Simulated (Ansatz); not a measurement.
MoP: a sweep of one setting

```
Mo P
1.0
     3.22300    0.00000    0.00000
    -1.61150    2.79120    0.00000
     0.00000    0.00000    3.19100
Mo P
1 1
Cartesian
  0.0000 0.0000 0.0000
  0.0000 1.8608 1.5955
```

Atoms are numbered in the order listed.

The cell is COD entry 1539074, as deposited and not checked against the literature; nothing was relaxed.

Spin polarisation is left out, and whether a magnetic state lies lower isn't shown here.

Computed with DFT, PBE, PAW with Ansatz's default frozen-core files, scalar-relativistic in Ansatz 0.2.0.

Settings: a Γ-centred 12×12×10 k mesh, Fermi–Dirac smearing of 0.03 eV, cutoff 420 eV, no spin polarisation. One setting is then changed at a time.

P includes the program's estimate of the Pulay (finite-basis) term, listed apart; without it the pressure would be far more sensitive to the cutoff.

| PAW cutoff (eV) | free energy less the base's (meV/atom) | P (GPa) | Pulay term in P (GPa) | Vzz P2 (10²¹ V/m²) |
| --- | --- | --- | --- | --- |
| 420 (base) | 0.0 | 2.64 | 0.04 | -0.68 |
| 150 | 10226 | ? | 354.15 | -0.91 |
| 250 | 372 | ? | 25.78 | -0.66 |
| 300 | 45.3 | 3.05 | 4.66 | -0.68 |
| 350 | 4.2 | 2.66 | 0.53 | -0.68 |
| 500 | -0.6 | 2.63 | 0.02 | -0.68 |

Question: Fill in "P (GPa)" for the row "250".

Answer: 3.11.

Question: Fill in "P (GPa)" for the row "150".

Answer: 10.58.
